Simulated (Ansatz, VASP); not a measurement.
Sn in VASP and in Ansatz

```
CELL_PARAMETERS angstrom
-1.85512 1.85512 1.85512
1.85512 -1.85512 1.85512
1.85512 1.85512 -1.85512
ATOMIC_POSITIONS crystal
Sn 0.00000 0.00000 0.00000
```

Alike in both runs: functional LDA; k mesh 18 × 18 × 18; occupations fermi-dirac, width 0.05 eV; no spin polarisation.

Ansatz relaxed the structure, and its values are those at the end. VASP's run is a single point on that final structure, the one shown.

|  | VASP | Ansatz |
| --- | --- | --- |
| version | VASP 6.6.1 | Ansatz 0.2.0 |
| potentials or method | VASP PAW LDA potentials, release 64 (Sn_d) | PAW with Ansatz's default frozen-core files, scalar-relativistic |
| plane-wave cutoff (eV) | 520 | 420 |
| valence electrons in the cell | 14 | 14 |

|  | VASP | Ansatz | Ansatz less VASP |
| --- | --- | --- | --- |
| pressure (GPa) | 0.0 | 0.0 | +0.02 |
